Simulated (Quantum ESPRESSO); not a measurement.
# ZnS (F-43m) in Quantum ESPRESSO: equation of state, part 2 of 2

Quantum ESPRESSO 7.5. The steps go on from the part before.

**3. Single point, PBE, 18.94 Å³/atom**

pw.in reads:

```
&CONTROL
  calculation = 'scf'
  prefix = 'pwscf'
  outdir = './tmp'
  pseudo_dir = './pseudo'
  tprnfor = .true.
  tstress = .true.
  disk_io = 'nowf'
/
&SYSTEM
  ibrav = 0
  nat = 2
  ntyp = 2
  ecutwfc = 55
  ecutrho = 440
  nbnd = 20
  occupations = 'smearing'
  smearing = 'fd'
  degauss = 0.00367493
/
&ELECTRONS
  conv_thr = 4d-10
  electron_maxstep = 120
  mixing_beta = 0.5
/
ATOMIC_SPECIES
Zn    65.3800 Zn_pbe_v1.uspp.F.UPF
S     32.0600 s_pbe_v1.4.uspp.F.UPF
CELL_PARAMETERS angstrom
   0.0000000000    2.6654820099    2.6654820099
   2.6654820099    0.0000000000    2.6654820099
   2.6654820099    2.6654820099    0.0000000000
ATOMIC_POSITIONS crystal
Zn     0.7500000000    0.7500000000    0.7500000000
S      0.0000000000    0.0000000000    0.0000000000
K_POINTS automatic
9 9 9 0 0 0
```

Potentials or basis: SSSP 1.3 efficiency PBE.

On the command line:

```
$ OMP_NUM_THREADS=1 pw.x -in pw.in > pw.out
```

It took 36 s on 1 thread of AMD EPYC 7R43 (Zen 3), shared host; peak memory 0.21 GiB.

Results (log left out):

- Free energy: -6609.2355 eV
- Pressure: 5.1 GPa
- Band gap on the k mesh: 2.28 eV, direct

**4. Single point, PBE, 19.33 Å³/atom**

pw.in, as its differences from that of step 3:

```diff
@@ -29,5 +29,5 @@
 CELL_PARAMETERS angstrom
-   0.0000000000    2.6654820099    2.6654820099
-   2.6654820099    0.0000000000    2.6654820099
-   2.6654820099    2.6654820099    0.0000000000
+   0.0000000000    2.6838652254    2.6838652254
+   2.6838652254    0.0000000000    2.6838652254
+   2.6838652254    2.6838652254    0.0000000000
 ATOMIC_POSITIONS crystal
```

On the command line:

```
$ OMP_NUM_THREADS=1 pw.x -in pw.in > pw.out
```

Run time: 37 s. Hardware: 1 thread of AMD EPYC 7R43 (Zen 3), shared host; peak memory 0.21 GiB.

It converged, with:

```yaml
Free_energy: -6609.2563 eV
Pressure: 3.3 GPa
Band_gap_on_the_k_mesh: 2.19 eV, direct
```

**5. Single point, PBE, 19.73 Å³/atom**

pw.in, as its differences from that of step 4:

```diff
@@ -29,5 +29,5 @@
 CELL_PARAMETERS angstrom
-   0.0000000000    2.6838652254    2.6838652254
-   2.6838652254    0.0000000000    2.6838652254
-   2.6838652254    2.6838652254    0.0000000000
+   0.0000000000    2.7020000000    2.7020000000
+   2.7020000000    0.0000000000    2.7020000000
+   2.7020000000    2.7020000000    0.0000000000
 ATOMIC_POSITIONS crystal
```

On the command line:

```
$ OMP_NUM_THREADS=1 pw.x -in pw.in > pw.out
```

It took 38 s on 1 thread of AMD EPYC 7R43 (Zen 3), shared host; peak memory 0.21 GiB.

It converged, with:

| Property | Result |
| --- | --- |
| Free energy | -6609.2686 eV |
| Pressure | 1.7 GPa |
| Band gap on the k mesh | 2.11 eV, direct |

**6. Single point, PBE, 20.12 Å³/atom**

pw.in, as its differences from that of step 5:

```diff
@@ -29,5 +29,5 @@
 CELL_PARAMETERS angstrom
-   0.0000000000    2.7020000000    2.7020000000
-   2.7020000000    0.0000000000    2.7020000000
-   2.7020000000    2.7020000000    0.0000000000
+   0.0000000000    2.7198945612    2.7198945612
+   2.7198945612    0.0000000000    2.7198945612
+   2.7198945612    2.7198945612    0.0000000000
 ATOMIC_POSITIONS crystal
```

Potentials or basis: SSSP 1.3 efficiency PBE.

On the command line:

```
$ OMP_NUM_THREADS=1 pw.x -in pw.in > pw.out
```

Run time: 38 s. Hardware: 1 thread of AMD EPYC 7R43 (Zen 3), shared host; peak memory 0.22 GiB.

The run converged. Its results:

```yaml
Free_energy: -6609.2734 eV
Pressure: 0.2 GPa
Band_gap_on_the_k_mesh: 2.02 eV, direct
```

**7. Single point, PBE, 20.52 Å³/atom**

pw.in, as its differences from that of step 6:

```diff
@@ -29,5 +29,5 @@
 CELL_PARAMETERS angstrom
-   0.0000000000    2.7198945612    2.7198945612
-   2.7198945612    0.0000000000    2.7198945612
-   2.7198945612    2.7198945612    0.0000000000
+   0.0000000000    2.7375567091    2.7375567091
+   2.7375567091    0.0000000000    2.7375567091
+   2.7375567091    2.7375567091    0.0000000000
 ATOMIC_POSITIONS crystal
```

On the command line:

```
$ OMP_NUM_THREADS=1 pw.x -in pw.in > pw.out
```

Wall time 39 s (1 thread of AMD EPYC 7R43 (Zen 3), shared host); peak memory 0.22 GiB.

The run converged. Its results:

```
Free energy            : -6609.2714 eV
Pressure               : -1.1 GPa
Band gap on the k mesh : 1.94 eV, direct
```

**8. Single point, PBE, 20.91 Å³/atom**

pw.in, as its differences from that of step 7:

```diff
@@ -29,5 +29,5 @@
 CELL_PARAMETERS angstrom
-   0.0000000000    2.7375567091    2.7375567091
-   2.7375567091    0.0000000000    2.7375567091
-   2.7375567091    2.7375567091    0.0000000000
+   0.0000000000    2.7549938462    2.7549938462
+   2.7549938462    0.0000000000    2.7549938462
+   2.7549938462    2.7549938462    0.0000000000
 ATOMIC_POSITIONS crystal
```

On the command line:

```
$ OMP_NUM_THREADS=1 pw.x -in pw.in > pw.out
```

Run time: 37 s. Hardware: 1 thread of AMD EPYC 7R43 (Zen 3), shared host; peak memory 0.23 GiB.

Results (log left out):

- Free energy: -6609.2633 eV
- Pressure: -2.3 GPa
- Band gap on the k mesh: 1.86 eV, direct

**9. Equation of state, PBE**

Potentials or basis: SSSP 1.3 efficiency PBE.

This step only gathers the single runs of the series.

What came out:

| Item | Value |
| --- | --- |
| Equilibrium volume | 20.20 Å³/atom |
| Bulk modulus | 69 GPa |
| Pressure derivative of the bulk modulus | 4.4 |

Energy against volume, from the lowest point:
| volume (Å³/atom) | energy (meV/atom) |
| --- | --- |
| 18.543 | 34.08 |
| 18.938 | 18.99 |
| 19.332 | 8.59 |
| 19.727 | 2.40 |
| 20.121 | 0.00 |
| 20.516 | 1.01 |
| 20.910 | 5.08 |

PBE usually gives volumes a little too large and moduli too small.

**10. How close it comes**

Step 9. Measured bulk modulus of ZnS: 76.9 GPa (quoted in “Electronic, vibrational, and thermodynamic properties of ZnS (zincblende and rocksalt structure)”, 2009, arxiv:0911.5022). This calculation gives 69 GPa (-9.8 %). The fit is for a static lattice scaled at fixed shape and fixed fractional positions.
